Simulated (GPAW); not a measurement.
# TiTe2 (P-3m1) in GPAW: a series of runs

One crystal, TiTe2, is run at these levels: WC, PBE+D3(BJ), PBEsol+D4; tasks: relaxation of cell and atoms.

Everything below comes from runs of GPAW 26.7.0. Logs are shortened: lines on timing, memory, paths and dates and some standing lists are left out, and cuts for length are marked. The log counts tension as positive stress, the text compression.

### 1 The structure

Symmetry: P-3m1, No. 164, trigonal system. Conventional cell: a = 3.777 Å, b = 3.777 Å, c = 6.498 Å, α = 90.00°, β = 90.00°, γ = 120.00°. Te (site symmetry 3m) has 3 Ti at 2.77 Å as nearest neighbours. Ti (site symmetry -3m) is surrounded by 6 Te at 2.77 Å.

### 2 Relaxation of cell and atoms, WC

run.py

```python
from ase.filters import FrechetCellFilter
from ase.io import read, write
from ase.optimize import BFGS
from gpaw import GPAW, PW, setup_paths

setup_paths.insert(0, '.')

atoms = read('TiTe2.cif')

calc = GPAW(mode=PW(600),
            xc='WC',
            kpts={'size': (6, 6, 3), 'gamma': True},
            occupations={'name': 'fermi-dirac', 'width': 0.05},
            nbands=24,
            convergence={'density': 1e-06, 'energy': 1e-06, 'eigenstates': 1e-10},
            maxiter=150,
            txt='gpaw.txt')
atoms.calc = calc
opt = BFGS(FrechetCellFilter(atoms), trajectory='relax.traj', logfile='-')
done = opt.run(fmax=0.01, steps=100)
calc.write('gs.gpw')
write('result.traj', atoms)
print('Converged:', done)
print('Cell:', atoms.cell.cellpar().round(4))
print('Volume:', round(atoms.get_volume(), 4))
print(atoms.get_scaled_positions().round(5))
```

TiTe2.cif

```cif
data_TiTe2
_cell_length_a 3.77700000
_cell_length_b 3.77700000
_cell_length_c 6.49800000
_cell_angle_alpha 90.00000000
_cell_angle_beta 90.00000000
_cell_angle_gamma 120.00000000
_space_group_name_H-M_alt 'P-3m1'
_space_group_name_Hall '-P 3 2"'
_space_group_IT_number 164
loop_
_space_group_symop_operation_xyz
'x,y,z'
'-x,-y,-z'
'-y,x-y,z'
'y,-x+y,-z'
'-x+y,-x,z'
'x-y,x,-z'
'y,x,-z'
'-y,-x,z'
'x-y,-y,-z'
'-x+y,y,z'
'-x,-x+y,-z'
'x,x-y,z'
loop_
_atom_site_label
_atom_site_type_symbol
_atom_site_symmetry_multiplicity
_atom_site_Wyckoff_symbol
_atom_site_fract_x
_atom_site_fract_y
_atom_site_fract_z
_atom_site_occupancy
Te1 Te 2 d 0.3333333333 0.6666666667 0.7372000000 1
Ti1 Ti 1 a 0.0000000000 0.0000000000 0.0000000000 1
```

Potentials or basis: PAW data sets generated in the run's folder for this functional, pw.

The run is started by

```
> gpaw-setup -f WC Te Ti
> OMP_NUM_THREADS=1 python run.py
```

gpaw.txt:

```text
__  _  _
 | _ |_)|_||  |
 |__||  | ||/\| - 26.7.0

Input parameters:
  mode=PW(ecut=600.0),
  convergence={'density': 1e-06, 'energy': 1e-06, 'eigenstates': 1e-10},
  kpts=MonkhorstPack(size=(6, 6, 3), gamma=True),
  maxiter=150,
  nbands=24,
  occupations=Occupations(name='fermi-dirac', width=0.05),
  xc=XC(name='WC')

Diagonalizing LCAO Hamiltonian
Converting LCAO to pw mode

        Te

            Te

       Ti

Atoms  # Å, Bohr magnetons
|   | symbol |         x |        y |        z |    initial magnetic moments |
|---|--------|-----------|----------|----------|-----------------------------|
| 0 |     Te | -0.000000 | 2.180652 | 4.790326 | ( 0.0000,  0.0000,  0.0000) |
| 1 |     Te |  1.888500 | 1.090326 | 1.707674 | ( 0.0000,  0.0000,  0.0000) |
| 2 |     Ti |  0.000000 | 0.000000 | 0.000000 | ( 0.0000,  0.0000,  0.0000) |

Unit cell  # Å
| periodic |         x |        y |        z |  lengths |     angles |
|----------|-----------|----------|----------|----------|------------|
|      yes |  3.777000 | 0.000000 | 0.000000 | 3.777000 |  90.000000 |
|      yes | -1.888500 | 3.270978 | 0.000000 | 3.777000 |  90.000000 |
|      yes |  0.000000 | 0.000000 | 6.498000 | 6.498000 | 120.000000 |

Number of symmetries: 12
Symmetry operations  # r_c * U_cc + t_c -> r_c
|    | kind |            matrix            |
|----|------|------------------------------|
|  0 |  σ   |  1, 1, 0,  0,-1, 0,  0, 0, 1 |
|  1 |  S6  |  1, 1, 0, -1, 0, 0,  0, 0,-1 |
|  2 |  E   |  1, 0, 0,  0, 1, 0,  0, 0, 1 |
|  3 |  C2  |  1, 0, 0, -1,-1, 0,  0, 0,-1 |
|  4 |  C2  |  0, 1, 0,  1, 0, 0,  0, 0,-1 |
|  5 |  C3  |  0, 1, 0, -1,-1, 0,  0, 0, 1 |
|  6 |  S6  |  0,-1, 0,  1, 1, 0,  0, 0,-1 |
|  7 |  σ   |  0,-1, 0, -1, 0, 0,  0, 0, 1 |
|  8 |  σ   | -1, 0, 0,  1, 1, 0,  0, 0, 1 |
|  9 |  i   | -1, 0, 0,  0,-1, 0,  0, 0,-1 |
| 10 |  C3  | -1,-1, 0,  1, 0, 0,  0, 0, 1 |
| 11 |  C2  | -1,-1, 0,  0, 1, 0,  0, 0,-1 |
[... 184 lines left out ...]
|         15 |         9.572 |     0.000 |
|         16 |         9.573 |     0.000 |
|        ... |               |           |
|         23 |        16.982 |     0.000 |

No gap
No difference between direct/indirect transitions

Stress tensor  # eV/Ang^3
|         x |         y |        z |
|-----------|-----------|----------|
|  0.015455 | -0.000000 | 0.000000 |
| -0.000000 |  0.015455 | 0.000000 |
|  0.000000 |  0.000000 | 0.016743 |

Forces  # eV/Ang
|        x |        y |        z |
|----------|----------|----------|
|  0.00000 |  0.00000 |  0.16762 |  # Te   0
| -0.00000 | -0.00000 | -0.16762 |  # Te   1
| -0.00000 |  0.00000 |  0.00000 |  # Ti   2

Interpolating wave functions to new cell

        Te

            Te

       Ti

Atoms  # Å, Bohr magnetons
|   | symbol |         x |        y |         z |    initial magnetic moments |
|---|--------|-----------|----------|-----------|-----------------------------|
| 0 |     Te | -0.000000 | 2.176362 |  4.782506 | ( 0.0000,  0.0000,  0.0000) |
| 1 |     Te |  1.884785 | 1.088181 |  1.701645 | ( 0.0000,  0.0000,  0.0000) |
| 2 |     Ti | -0.000000 | 0.000000 | -0.000000 | ( 0.0000,  0.0000,  0.0000) |

Unit cell  # Å
| periodic |         x |         y |         z |  lengths |     angles |
|----------|-----------|-----------|-----------|----------|------------|
|      yes |  3.769569 |  0.000000 |  0.000000 | 3.769569 |  90.000000 |
|      yes | -1.884785 |  3.264543 | -0.000000 | 3.769569 |  90.000000 |
|      yes | -0.000000 | -0.000000 |  6.484151 | 6.484151 | 120.000000 |
[... 451 lines left out ...]
Stress tensor  # eV/Ang^3
|        x |         y |         z |
|----------|-----------|-----------|
| 0.001768 | -0.000000 |  0.000000 |
| 0.000000 |  0.001768 | -0.000000 |
| 0.000000 | -0.000000 |  0.000325 |

Forces  # eV/Ang
|        x |       y |        z |
|----------|---------|----------|
|  0.00000 | 0.00000 | -0.18979 |  # Te   0
| -0.00000 | 0.00000 |  0.18979 |  # Te   1
|  0.00000 | 0.00000 |  0.00000 |  # Ti   2

Interpolating wave functions to new cell

        Te

            Te

       Ti
[... 214 lines left out ...]
|         15 |        10.120 |     0.000 |
|         16 |        10.120 |     0.000 |
|        ... |               |           |
|         23 |        17.530 |     0.000 |

No gap
No difference between direct/indirect transitions

Stress tensor  # eV/Ang^3
|         x |         y |        z |
|-----------|-----------|----------|
|  0.001606 | -0.000000 | 0.000000 |
| -0.000000 |  0.001606 | 0.000000 |
|  0.000000 |  0.000000 | 0.000586 |

Forces  # eV/Ang
|        x |        y |        z |
|----------|----------|----------|
|  0.00000 |  0.00000 | -0.17726 |  # Te   0
| -0.00000 | -0.00000 |  0.17726 |  # Te   1
|  0.00000 |  0.00000 |  0.00000 |  # Ti   2
[... 9 lines left out ...]
Atoms  # Å, Bohr magnetons
|   | symbol |         x |        y |        z |    initial magnetic moments |
|---|--------|-----------|----------|----------|-----------------------------|
| 0 |     Te | -0.000000 | 2.140861 | 4.680894 | ( 0.0000,  0.0000,  0.0000) |
| 1 |     Te |  1.854040 | 1.070431 | 1.706602 | ( 0.0000,  0.0000,  0.0000) |
| 2 |     Ti | -0.000000 | 0.000000 | 0.000000 | ( 0.0000,  0.0000,  0.0000) |

Unit cell  # Å
| periodic |         x |        y |         z |  lengths |     angles |
|----------|-----------|----------|-----------|----------|------------|
|      yes |  3.708080 | 0.000000 | -0.000000 | 3.708080 |  90.000000 |
|      yes | -1.854040 | 3.211292 |  0.000000 | 3.708080 |  90.000000 |
|      yes | -0.000000 | 0.000000 |  6.387496 | 6.387496 | 120.000000 |

Number of symmetries: 12
Symmetry operations  # r_c * U_cc + t_c -> r_c
|    | kind |            matrix            |
|----|------|------------------------------|
|  0 |  σ   |  1, 1, 0,  0,-1, 0,  0, 0, 1 |
|  1 |  S6  |  1, 1, 0, -1, 0, 0,  0, 0,-1 |
|  2 |  E   |  1, 0, 0,  0, 1, 0,  0, 0, 1 |
|  3 |  C2  |  1, 0, 0, -1,-1, 0,  0, 0,-1 |
|  4 |  C2  |  0, 1, 0,  1, 0, 0,  0, 0,-1 |
|  5 |  C3  |  0, 1, 0, -1,-1, 0,  0, 0, 1 |
|  6 |  S6  |  0,-1, 0,  1, 1, 0,  0, 0,-1 |
|  7 |  σ   |  0,-1, 0, -1, 0, 0,  0, 0, 1 |
|  8 |  σ   | -1, 0, 0,  1, 1, 0,  0, 0, 1 |
|  9 |  i   | -1, 0, 0,  0,-1, 0,  0, 0,-1 |
| 10 |  C3  | -1,-1, 0,  1, 0, 0,  0, 0, 1 |
| 11 |  C2  | -1,-1, 0,  0, 1, 0,  0, 0,-1 |
[... 434 lines left out ...]
Stress tensor  # eV/Ang^3
|         x |         y |         z |
|-----------|-----------|-----------|
| -0.001514 |  0.000000 |  0.000000 |
|  0.000000 | -0.001514 | -0.000000 |
|  0.000000 | -0.000000 |  0.003046 |

Forces  # eV/Ang
|       x |        y |        z |
|---------|----------|----------|
| 0.00000 | -0.00000 | -0.00572 |  # Te   0
| 0.00000 |  0.00000 |  0.00572 |  # Te   1
| 0.00000 |  0.00000 |  0.00000 |  # Ti   2

Interpolating wave functions to new cell

        Te

            Te

       Ti
[... 244 lines left out ...]
Atoms  # Å, Bohr magnetons
|   | symbol |         x |         y |        z |    initial magnetic moments |
|---|--------|-----------|-----------|----------|-----------------------------|
| 0 |     Te | -0.000000 |  2.149579 | 4.649687 | ( 0.0000,  0.0000,  0.0000) |
| 1 |     Te |  1.861590 |  1.074789 | 1.698802 | ( 0.0000,  0.0000,  0.0000) |
| 2 |     Ti |  0.000000 | -0.000000 | 0.000000 | ( 0.0000,  0.0000,  0.0000) |

Unit cell  # Å
| periodic |         x |        y |        z |  lengths |     angles |
|----------|-----------|----------|----------|----------|------------|
|      yes |  3.723179 | 0.000000 | 0.000000 | 3.723179 |  90.000000 |
|      yes | -1.861590 | 3.224368 | 0.000000 | 3.723179 |  90.000000 |
|      yes | -0.000000 | 0.000000 | 6.348489 | 6.348489 | 120.000000 |

Number of symmetries: 12
Symmetry operations  # r_c * U_cc + t_c -> r_c
|    | kind |            matrix            |
|----|------|------------------------------|
|  0 |  σ   |  1, 1, 0,  0,-1, 0,  0, 0, 1 |
|  1 |  S6  |  1, 1, 0, -1, 0, 0,  0, 0,-1 |
|  2 |  E   |  1, 0, 0,  0, 1, 0,  0, 0, 1 |
|  3 |  C2  |  1, 0, 0, -1,-1, 0,  0, 0,-1 |
|  4 |  C2  |  0, 1, 0,  1, 0, 0,  0, 0,-1 |
|  5 |  C3  |  0, 1, 0, -1,-1, 0,  0, 0, 1 |
|  6 |  S6  |  0,-1, 0,  1, 1, 0,  0, 0,-1 |
|  7 |  σ   |  0,-1, 0, -1, 0, 0,  0, 0, 1 |
|  8 |  σ   | -1, 0, 0,  1, 1, 0,  0, 0, 1 |
|  9 |  i   | -1, 0, 0,  0,-1, 0,  0, 0,-1 |
| 10 |  C3  | -1,-1, 0,  1, 0, 0,  0, 0, 1 |
| 11 |  C2  | -1,-1, 0,  0, 1, 0,  0, 0,-1 |
[... 434 lines left out ...]
Stress tensor  # eV/Ang^3
|        x |         y |         z |
|----------|-----------|-----------|
| 0.000406 |  0.000000 |  0.000000 |
| 0.000000 |  0.000406 | -0.000000 |
| 0.000000 | -0.000000 |  0.000215 |

Forces  # eV/Ang
|        x |       y |        z |
|----------|---------|----------|
| -0.00000 | 0.00000 | -0.00043 |  # Te   0
|  0.00000 | 0.00000 |  0.00043 |  # Te   1
|  0.00000 | 0.00000 |  0.00000 |  # Ti   2

Interpolating wave functions to new cell

        Te

            Te

       Ti

Atoms  # Å, Bohr magnetons
|   | symbol |         x |         y |        z |    initial magnetic moments |
|---|--------|-----------|-----------|----------|-----------------------------|
| 0 |     Te | -0.000000 |  2.148628 | 4.630150 | ( 0.0000,  0.0000,  0.0000) |
| 1 |     Te |  1.860766 |  1.074314 | 1.698231 | ( 0.0000,  0.0000,  0.0000) |
| 2 |     Ti | -0.000000 | -0.000000 | 0.000000 | ( 0.0000,  0.0000,  0.0000) |

Unit cell  # Å
| periodic |         x |        y |         z |  lengths |     angles |
|----------|-----------|----------|-----------|----------|------------|
|      yes |  3.721533 | 0.000000 | -0.000000 | 3.721533 |  90.000000 |
|      yes | -1.860766 | 3.222942 |  0.000000 | 3.721533 |  90.000000 |
|      yes | -0.000000 | 0.000000 |  6.328381 | 6.328381 | 120.000000 |

Number of symmetries: 12
Symmetry operations  # r_c * U_cc + t_c -> r_c
|    | kind |            matrix            |
|----|------|------------------------------|
|  0 |  σ   |  1, 1, 0,  0,-1, 0,  0, 0, 1 |
|  1 |  S6  |  1, 1, 0, -1, 0, 0,  0, 0,-1 |
|  2 |  E   |  1, 0, 0,  0, 1, 0,  0, 0, 1 |
|  3 |  C2  |  1, 0, 0, -1,-1, 0,  0, 0,-1 |
|  4 |  C2  |  0, 1, 0,  1, 0, 0,  0, 0,-1 |
|  5 |  C3  |  0, 1, 0, -1,-1, 0,  0, 0, 1 |
|  6 |  S6  |  0,-1, 0,  1, 1, 0,  0, 0,-1 |
|  7 |  σ   |  0,-1, 0, -1, 0, 0,  0, 0, 1 |
|  8 |  σ   | -1, 0, 0,  1, 1, 0,  0, 0, 1 |
|  9 |  i   | -1, 0, 0,  0,-1, 0,  0, 0,-1 |
| 10 |  C3  | -1,-1, 0,  1, 0, 0,  0, 0, 1 |
| 11 |  C2  | -1,-1, 0,  0, 1, 0,  0, 0,-1 |
[... 198 lines left out ...]
Forces  # eV/Ang
|        x |        y |        z |
|----------|----------|----------|
| -0.00000 | -0.00000 |  0.00005 |  # Te   0
|  0.00000 |  0.00000 | -0.00005 |  # Te   1
| -0.00000 | -0.00000 |  0.00000 |  # Ti   2

# Writing to gs.gpw (mode='')
```

Wall time 4.3 min (1 thread of Arm Neoverse V1, shared host); peak memory 0.28 GiB.

What came out:

```
Free energy                            : -16.4036 eV
Relaxed volume                         : 25.30 Å³/atom
Relaxed cell                           : a = 3.722 Å, b = 3.722 Å, c = 6.328 Å, α = 90.00°, β = 90.00°, γ = 120.00°
Space group after relaxing (to 0.05 Å) : P-3m1 (No. 164)
Energy gained by relaxing              : 8.8 meV/atom
Ionic steps                            : 10
Pressure after relaxing                : 0.0 GPa
Band gap on the k mesh                 : none (metal or under the smearing width)
```

Step by step:
| step | energy change (eV) | largest force (eV/Å) | pressure (GPa) | volume (Å³) |
| --- | --- | --- | --- | --- |
| 1 | 0.0000 | 0.1676 | -2.54 | 80.28 |
| 2 | -0.0073 | 0.0958 | -2.10 | 79.79 |
| 3 | -0.0194 | 0.1898 | -0.21 | 77.81 |
| 4 | -0.0202 | 0.1773 | -0.20 | 77.71 |
| 5 | -0.0247 | 0.0051 | 0.04 | 76.06 |
| 6 | -0.0250 | 0.0057 | 0.00 | 76.14 |
| 7 | -0.0260 | 0.0064 | -0.14 | 76.31 |
| 8 | -0.0265 | 0.0040 | -0.15 | 76.21 |
| 9 | -0.0264 | 0.0004 | -0.05 | 75.99 |
| 10 | -0.0263 | 0.0000 | -0.01 | 75.90 |

Final structure:
```xyz
3
Lattice="3.7215 0.0000 0.0000 -1.8608 3.2229 0.0000 0.0000 0.0000 6.3284" Properties=species:S:1:pos:R:3 pbc="T T T"
Te    0.0000    2.1486    4.6301
Te    1.8608    1.0743    1.6982
Ti    0.0000    0.0000    0.0000
```

Levels at points of the mesh, in eV from the Fermi level:
| k point | band 10 | band 11 | band 12 | band 13 | band 14 | band 15 |
| --- | --- | --- | --- | --- | --- | --- |
| (0.00, 0.00, 0.00) | 0.33 | 0.45 | 0.45 | 0.83 | 1.22 | 1.22 |
| (0.50, 0.50, 0.00) | -2.50 | -1.74 | -1.21 | 0.02 | 1.27 | 1.62 |

Caveat: later steps reuse the first step's grids; this functional lacks dispersion, which binds the layers, so the pressure and a relaxed spacing across them are unreliable.

[end of part 1 of 2]
